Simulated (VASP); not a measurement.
# HgS3 (Fm-3m) in VASP: density of states with PBE

Aim: the density of states of HgS3 with PBE.

Everything below comes from runs of VASP 6.6.1. Logs are shortened: lines on timing, memory, paths and dates and some standing lists are left out, and cuts for length are marked.

### 1 The structure

Symmetry: Fm-3m, No. 225, cubic system. The conventional cell has a = 6.651 Å, b = 6.651 Å, c = 6.651 Å, α = 90.00°, β = 90.00°, γ = 90.00°. Hg (site symmetry m-3m) is surrounded by 8 S at 2.88 Å. S (site symmetry -43m) is surrounded by 4 Hg at 2.88 Å and 4 S at 2.88 Å. S (site symmetry m-3m) is surrounded by 8 S at 2.88 Å.

The cell was built by a generator and needn't be a form met in nature.

### 2 Density of states, PBE

POSCAR

```
HgS3
1.0
    0.0000000000      3.3256798493      3.3256798493
    3.3256798493      0.0000000000      3.3256798493
    3.3256798493      3.3256798493      0.0000000000
Hg S
1 3
Direct
    0.0000000000      0.0000000000      0.0000000000
    0.7500000000      0.7500000000      0.7500000000
    0.5000000000      0.5000000000      0.5000000000
    0.2500000000      0.2500000000      0.2500000000
```

INCAR.step1

```
PREC = Accurate ; ENCUT = 520
EDIFF = 1E-7 ; ISMEAR = 0
SIGMA = 0.1 ; LREAL = False
LASPH = True ; NELM = 60
ALGO = Fast ; ISIF = 2
LWAVE = False ; LCHARG = True
GGA = PE ; NBANDS = 23
```

KPOINTS.step1

```
regular mesh
0
Gamma
  12 12 12
```

INCAR.step2

```
PREC = Accurate ; ENCUT = 520
EDIFF = 1E-7 ; ISMEAR = -5
SIGMA = 0.1 ; LREAL = False
LASPH = True ; NELM = 60
ALGO = Fast ; ISIF = 2
LWAVE = False ; LCHARG = False
GGA = PE ; LORBIT = 11
NEDOS = 2001 ; ICHARG = 11
```

KPOINTS.step2

```
regular mesh
0
Gamma
  18 18 18
```

Potentials or basis: VASP PAW PBE potentials, release 64 (Hg, S).

Run with:

```sh
cat potpaw_PBE.64/Hg/POTCAR potpaw_PBE.64/S/POTCAR > POTCAR
cp INCAR.step1 INCAR
cp KPOINTS.step1 KPOINTS
mpirun -np 1 vasp_std > vasp.out
cp INCAR.step2 INCAR
cp KPOINTS.step2 KPOINTS
mpirun -np 1 vasp_std > vasp.out
```

OUTCAR:

```text
PREC = Accurate
   ENCUT = 520
   EDIFF = 1E-7
   ISMEAR = -5
   LREAL = False
   LASPH = True
   NELM = 60
   ISIF = 2
   GGA = PE
   LORBIT = 11
   ICHARG = 11

 ion  position               nearest neighbor table
   1  0.000  0.000  0.000-   2 2.88   2 2.88   2 2.88   2 2.88   4 2.88   4 2.88   4 2.88   4 2.88
                             3 3.33   3 3.33   3 3.33   3 3.33   3 3.33   3 3.33
   2  0.750  0.750  0.750-   1 2.88   1 2.88   1 2.88   1 2.88
   3  0.500  0.500  0.500-   1 3.33   1 3.33   1 3.33   1 3.33   1 3.33   1 3.33
   4  0.250  0.250  0.250-   1 2.88   1 2.88   1 2.88   1 2.88

  LATTYP: Found a face centered cubic cell.
 ALAT       =     6.6513596986

  Lattice vectors:

 A1 = (   0.0000000000,   3.3256798493,   3.3256798493)
 A2 = (   3.3256798493,   0.0000000000,   3.3256798493)
 A3 = (   3.3256798493,   3.3256798493,   0.0000000000)

Analysis of symmetry for initial positions (statically):
=====================================================================
 Subroutine PRICEL returns:
 Original cell was already a primitive cell.

 Routine SETGRP: Setting up the symmetry group for a
 face centered cubic supercell.

 Subroutine GETGRP returns: Found 48 space group operations
 (whereof 48 operations were pure point group operations)
 out of a pool of 48 trial point group operations.

The static configuration has the point symmetry O_h .

Analysis of symmetry for dynamics (positions and initial velocities):
=====================================================================
 Subroutine PRICEL returns:
 Original cell was already a primitive cell.

 Routine SETGRP: Setting up the symmetry group for a
 face centered cubic supercell.

 Subroutine GETGRP returns: Found 48 space group operations
 (whereof 48 operations were pure point group operations)
 out of a pool of 48 trial point group operations.

The dynamic configuration has the point symmetry O_h .

 Subroutine INISYM returns: Found 48 space group operations
 (whereof 48 operations are pure point group operations),
 and found     1 'primitive' translations

----------------------------------------------------------------------------------------

                                     Primitive cell

  volume of cell :      73.5650

  direct lattice vectors                    reciprocal lattice vectors
     0.000000000  3.325679849  3.325679849    -0.150345199  0.150345199  0.150345199
     3.325679849  0.000000000  3.325679849     0.150345199 -0.150345199  0.150345199
     3.325679849  3.325679849  0.000000000     0.150345199  0.150345199 -0.150345199

  length of vectors
     4.703221547  4.703221547  4.703221547     0.260405524  0.260405524  0.260405524

  position of ions in fractional coordinates (direct lattice)
     0.000000000  0.000000000  0.000000000
     0.750000000  0.750000000  0.750000000
     0.500000000  0.500000000  0.500000000
     0.250000000  0.250000000  0.250000000

  ion indices of the primitive-cell ions
   primitive index   ion index
                 1           1
                 2           2
                 3           3
                 4           4

----------------------------------------------------------------------------------------

 KPOINTS: regular mesh

Automatic generation of k-mesh.
 Grid dimensions read from file:
 generate k-points for:   18   18   18

 Generating k-lattice:

  Cartesian coordinates                     Fractional coordinates (reciprocal lattice)
    -0.008352511  0.008352511  0.008352511     0.055555556  0.000000000  0.000000000
     0.008352511 -0.008352511  0.008352511     0.000000000  0.055555556  0.000000000
     0.008352511  0.008352511 -0.008352511     0.000000000  0.000000000  0.055555556

  Length of vectors
     0.014466974  0.014466974  0.014466974

  Shift w.r.t. Gamma in fractional coordinates (k-lattice)
     0.000000000  0.000000000  0.000000000

 TETIRR: Found    806 inequivalent tetrahedra from    34992

 Subroutine IBZKPT returns following result:
 ===========================================

 Found    195 irreducible k-points:

 Following reciprocal coordinates:
            Coordinates               Weight
  0.000000  0.000000  0.000000      1.000000
  0.055556  0.000000  0.000000      8.000000
  0.111111  0.000000  0.000000      8.000000
  0.166667  0.000000  0.000000      8.000000
  0.222222  0.000000  0.000000      8.000000
  0.277778  0.000000  0.000000      8.000000
[... 16 lines left out ...]
 -0.277778  0.055556  0.000000     24.000000
 -0.222222  0.055556  0.000000     24.000000
 [... further k-points ...]
   k-points           NKPTS =    195   k-points in BZ     NKDIM =    195   number of bands    NBANDS=     19
   number of dos      NEDOS =   2001   number of ions     NIONS =      4
   total plane-waves  NPLWV =  46656
   dimension x,y,z NGX =    36 NGY =   36 NGZ =   36
   dimension x,y,z NGXF=    72 NGYF=   72 NGZF=   72
   ions per type =               1   3
   NGX,Y,Z   is equivalent  to a cutoff of  12.73, 12.73, 12.73 a.u.
   NGXF,Y,Z  is equivalent  to a cutoff of  25.45, 25.45, 25.45 a.u.
 SYSTEM =  unknown system
   PREC   = accura    normal or accurate (medium, high low for compatibility)
   ISTART =      0    job   : 0-new  1-cont  2-samecut
   ICHARG =     11    charge: 1-file 2-atom 10-const
   ISPIN  =      1    spin polarized calculation?
   LNONCOLLINEAR =      F non collinear calculations
   LSORBIT =      F    spin-orbit coupling
   LASPH  =      T    aspherical Exc in radial PAW
   ENCUT  =  520.0 eV  38.22 Ry    6.18 a.u.   8.74  8.74  8.74*2*pi/ulx,y,z
   NELM   =     60;   NELMIN=  2; NELMDL=  0     # of ELM steps
   EDIFF  = 0.1E-06   stopping-criterion for ELM
   LREAL  =      F    real-space projection
   EDIFFG = 0.1E-05   stopping-criterion for IOM
   NSW    =      0    number of steps for IOM
   IBRION =     -1    ionic relax: 0-MD 1-quasi-New 2-CG
   NFREE  =      0    steps in history (QN), initial steepest desc. (CG)
   ISIF   =      2    stress and relaxation
   ISYM   =      2    0-nonsym 1-usesym 2-fastsym
   POTIM  = 0.5000    time-step for ionic-motion
   TEBEG  =    0.0;   TEEND  =   0.0 temperature during run
   PSTRESS=    0.0 pullay stress
   NELECT =      30.0000    total number of electrons
   NUPDOWN=      -1.0000    fix difference up-down
   EMIN   =  10.00;   EMAX   =-10.00  energy-range for DOS
   EFERMI =   0.00;   METHOD = LEGACY
   ISMEAR =    -5;   SIGMA  =   0.10  broadening in eV -4-tet -1-fermi 0-gaus
   EFERMI_NEDOS =   21; number of points for ismear=-14 and -15
   IALGO  =     68    algorithm
   IMIX   =      4    mixing-type and parameters
     AMIX     =   0.40;   BMIX     =  1.00
     AMIX_MAG =   1.60;   BMIX_MAG =  1.00
  volume/ion in A,a.u.               =      18.39       124.11
  Fermi-wavevector in a.u.,A,eV,Ry     =   1.214017  2.294160 20.052778  1.473838
  Thomas-Fermi vector in A             =   2.349451
   LORBIT       =     11    0 simple, 1 ext, 2 COOP (PROOUT), +10 PAW based schemes
   GGA     = PE    functional components
   LHFCALC =     F    Hartree Fock is set to
   AEXX    =    0.0000 exact exchange contribution
   IVDW    =     0    specifies the selected vdW correction
   LEPSILON=     F    determine dielectric tensor
   LRPA    =     F    only Hartree local field effects (RPA)
 non-spin polarized calculation
 RMM-DIIS sequential band-by-band and
 Fermi weights with tetrahedron method with Bloechl corrections
  energy-cutoff  :      520.00
  volume of cell :       73.57
 maximum number of plane-waves:      2006

 number of electron      29.9999996 magnetization

 Free energy of the ion-electron system (eV)
  ---------------------------------------------------
  ext. energy  EPLUGINS =         0.00000000
  ---------------------------------------------------
  free energy    TOTEN  =        -8.99774160 eV

  energy without entropy =       -8.99774160  energy(sigma->0) =       -8.99774160

 E-fermi :   5.1458     XC(G=0): -10.8968

 val. band max:        5.1642164885   @ k =   0.4444   0.2222   0.0000
 cond. band min:       5.1304845767   @ k =  -0.2778   0.2222   0.0556
 fundamental gap:     -0.0337319118
 Fermi energy:         5.1457571248

 k-point     1 :       0.0000    0.0000    0.0000
  band No.  band energies     occupation
      1      -9.7760      2.00000
      2      -6.0922      2.00000
      3      -5.1973      2.00000
      4      -1.7960      2.00000
      5      -1.7960      2.00000
      6      -1.7960      2.00000
[... 11 lines left out ...]
     18       4.7871      1.37533
     19      11.4118      0.00000

 k-point     2 :       0.0556    0.0000    0.0000
  band No.  band energies     occupation
      1      -9.7527      2.00000
      2      -6.1197      2.00000
      3      -5.2271      2.00000
      4      -1.7901      2.00000
      5      -1.7901      2.00000
      6      -1.7633      2.00000
[... 11 lines left out ...]
     18       5.4183      0.00577
     19      11.4084      0.00000

 k-point     3 :       0.1111    0.0000    0.0000
  band No.  band energies     occupation
      1      -9.6833      2.00000
      2      -6.1995      2.00000
      3      -5.3134      2.00000
      4      -1.7740      2.00000
      5      -1.7740      2.00000
      6      -1.6642      2.00000
[... 434 lines left out ...]
      1      -9.1290      2.00000
      2      -6.8086      2.00000
      3      -5.8113      2.00000
      4      -1.7057      2.00000
      5      -1.6921      2.00000
      6      -1.2425      2.00000
[... 11 lines left out ...]
     18       7.1739      0.00000
     19      11.0293      0.00000

 k-point    24 :      -0.2222    0.0556    0.0000
  band No.  band energies     occupation
      1      -9.3332      2.00000
      2      -6.5788      2.00000
      3      -5.6758      2.00000
      4      -1.7197      2.00000
      5      -1.7016      2.00000
      6      -1.2410      2.00000
[... 11 lines left out ...]
     18       7.2463      0.00000
     19      11.0817      0.00000

 [... further k-points ...]

------------------------ aborting loop because EDIFF is reached ----------------------------------------

  FORCE on cell =-STRESS in cart. coord.  units (eV):
  Direction    XX          YY          ZZ          XY          YZ          ZX
  --------------------------------------------------------------------------------------
  -------------------------------------------------------------------------------------
  Total        0.0649107      0.0649107      0.0649107      0.0000000      0.0000000      0.0000000
  in kB        1.4136949      1.4136949      1.4136949      0.0000000      0.0000000      0.0000000
  external PRESSURE =       1.4136949 kB  Pullay stress =       0.0000000 kB

 VOLUME and BASIS-vectors are now :
 -----------------------------------------------------------------------------
  energy-cutoff  :      520.00
  volume of cell :       73.57
      direct lattice vectors                 reciprocal lattice vectors
     0.000000000  3.325679849  3.325679849    -0.150345199  0.150345199  0.150345199
     3.325679849  0.000000000  3.325679849     0.150345199 -0.150345199  0.150345199
     3.325679849  3.325679849  0.000000000     0.150345199  0.150345199 -0.150345199

 POSITION                                       TOTAL-FORCE (eV/Angst)
 -----------------------------------------------------------------------------------
      0.00000      0.00000      0.00000         0.000000      0.000000     -0.000000
      4.98852      4.98852      4.98852         0.000000      0.000000      0.000000
      3.32568      3.32568      3.32568         0.000000      0.000000     -0.000000
      1.66284      1.66284      1.66284        -0.000000     -0.000000     -0.000000
 -----------------------------------------------------------------------------------
    total drift:                               -0.000000      0.000000      0.000000

  FREE ENERGIE OF THE ION-ELECTRON SYSTEM (eV)
  ---------------------------------------------------
  free  energy   TOTEN  =        -8.9977415955 eV

  energy  without entropy=       -8.9977415955  energy(sigma->0) =       -8.99774160

 total charge

# of ion       s       p       d       tot
------------------------------------------
    1        0.716   0.274   9.375  10.364
    2        1.417   2.114   0.000   3.532
    3        1.432   2.025   0.000   3.456
    4        1.417   2.114   0.000   3.532
--------------------------------------------------
tot          4.982   6.527   9.375  20.884
```

It took 2.2 min on 1 thread of Intel Xeon 6975P-C (Granite Rapids), shared host; peak memory 0.37 GiB.

Results:

```yaml
Valence_electrons_inside_the_program's_atomic_spheres: Hg 10.36; S 3.53, 3.46
```

Levels at points of the mesh, in eV from the Fermi level:
```tsv
k point	band 12	band 13	band 14	band 15	band 16	band 17	band 18	band 19
(0.00, 0.00, 0.00)	-2.02	-2.02	-2.02	-0.56	-0.56	-0.56	-0.36	6.27
(0.50, 0.00, 0.00)	-2.92	-2.92	-1.61	-0.06	1.02	1.02	2.32	5.43
(0.50, 0.50, 0.00)	-1.40	-0.17	-0.17	-0.07	0.64	0.64	1.82	7.62
```

States per cell in windows of 0.5 eV (zero at the Fermi level; states under -8 eV left out):
```
from (eV)  total  Hg1_d  S3_p  S2_p  S4_p  Hg1_s  Hg1_p
     -8.0   0.00   0.00  0.00  0.00  0.00   0.00   0.00
     -7.5   0.00   0.00  0.00  0.00  0.00   0.00   0.00
     -7.0   4.00   2.77  0.08  0.13  0.13   0.06   0.01
     -6.5   5.69   4.77  0.05  0.06  0.06   0.05   0.00
     -6.0   1.19   0.61  0.03  0.05  0.05   0.11   0.00
     -5.5   0.66   0.11  0.05  0.06  0.06   0.07   0.01
     -5.0   0.70   0.09  0.08  0.07  0.07   0.04   0.02
     -4.5   1.13   0.13  0.16  0.12  0.12   0.02   0.03
     -4.0   1.38   0.16  0.22  0.15  0.15   0.02   0.03
     -3.5   1.08   0.11  0.21  0.12  0.12   0.01   0.02
     -3.0   0.99   0.05  0.16  0.12  0.12   0.06   0.02
     -2.5   1.33   0.08  0.14  0.21  0.21   0.04   0.03
     -2.0   1.15   0.08  0.10  0.22  0.22   0.02   0.02
     -1.5   1.18   0.07  0.12  0.22  0.22   0.03   0.01
     -1.0   1.34   0.05  0.21  0.23  0.23   0.05   0.02
     -0.5   2.03   0.05  0.40  0.34  0.34   0.08   0.03
      0.0   1.44   0.05  0.35  0.23  0.23   0.02   0.03
      0.5   1.85   0.06  0.51  0.31  0.31   0.01   0.02
      1.0   0.66   0.03  0.16  0.12  0.12   0.01   0.00
      1.5   0.47   0.00  0.02  0.08  0.08   0.14   0.00
      2.0   1.38   0.01  0.13  0.23  0.23   0.35   0.00
      2.5   0.09   0.00  0.01  0.02  0.02   0.02   0.00
      3.0   0.00   0.00  0.00  0.00  0.00   0.00   0.00
      3.5   0.00   0.00  0.00  0.00  0.00   0.00   0.00
      4.0   0.00   0.00  0.00  0.00  0.00   0.00   0.00
      4.5   0.00   0.00  0.00  0.00  0.00   0.00   0.00
      5.0   0.08   0.00  0.00  0.00  0.00   0.00   0.02
      5.5   0.80   0.01  0.02  0.04  0.04   0.00   0.15
      6.0   0.73   0.01  0.02  0.04  0.04   0.00   0.14
      6.5   0.31   0.00  0.01  0.01  0.01   0.00   0.07
      7.0   0.08   0.00  0.00  0.00  0.00   0.00   0.02
      7.5   0.00   0.00  0.00  0.00  0.00   0.00   0.00
```

Caveat: tetrahedron occupations give inexact forces and stress in metals. The run has no spin-orbit coupling, so splittings on Hg are missing.
